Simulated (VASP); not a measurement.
N under changes of volume

One of the cells (26.868 Å³/atom); the others are scaled copies at fixed shape and fractional positions:

```xyz
4
Lattice="4.1948 0.0000 0.0000 -2.0974 3.6328 0.0000 0.0000 0.0000 7.0524" Properties=species:S:1:pos:R:3 pbc="T T T"
N     2.0974    1.2109    4.7327
N     2.0974    1.2109    5.8459
N     0.0000    2.4219    1.2065
N     0.0000    2.4219    2.3197
```

| Item | Value |
| --- | --- |
| Program | VASP 6.6.1 |
| Functional | PBE |
| Potentials or basis | VASP PAW PBE potentials, release 64 (N) |
| Cutoff | 520 eV |
| k mesh | 7 × 7 × 4 |
| Occupations | fermi-dirac, width 0.05 eV |
| Spin | no spin polarisation |

| volume (Å³/atom) | energy over the lowest point (meV/atom) | pressure (GPa) | gap on the mesh (eV) | largest force (eV/Å) |
| --- | --- | --- | --- | --- |
| 24.761 | ? | ? | ? | ? |
| 25.288 | 22.56 | 4.3 | 7.12 | 3.631 |
| 25.814 | 10.21 | 2.8 | 7.08 | 2.327 |
| 26.868 | 0.00 | 0.0 | 6.99 | 0.022 |
| 27.395 | 1.28 | -1.1 | 6.95 | 1.080 |
| 27.922 | 6.28 | -2.2 | 6.90 | 2.067 |

Q: What does the run at 24.761 Å³/atom give?

A: Energy over the lowest point 40.42 meV/atom; pressure 6.1 GPa; gap on the mesh 7.17 eV; largest force 5.029 eV/Å.

Worked out: A Birch-Murnaghan fit of order 3 (a polynomial in V^(-2/3)) to the other rows has its minimum at 26.96 Å³/atom with B0 = V·E''(V) = 63 GPa and B' = 4.0 at fixed shape and positions, which overstates the stiffness. It gives 40.46 meV/atom at 24.761 Å³/atom, against the run's 40.42, and -dE/dV = 6.3 GPa, against 6.1. A straight line through the other rows of the gap, of slope -2.21 eV per unit of ln V, extrapolates to 7.17 eV, against the run's 7.17.

Energies are extrapolated to zero smearing.

Caveats: the standard files for N, O and F lose accuracy on very short bonds; an odd mesh through Γ misses points on the zone boundary, where band edges often lie; forces of over 1 eV/Å show positions far from the minimum, so gaps and moduli don't describe the material at rest (some runs).
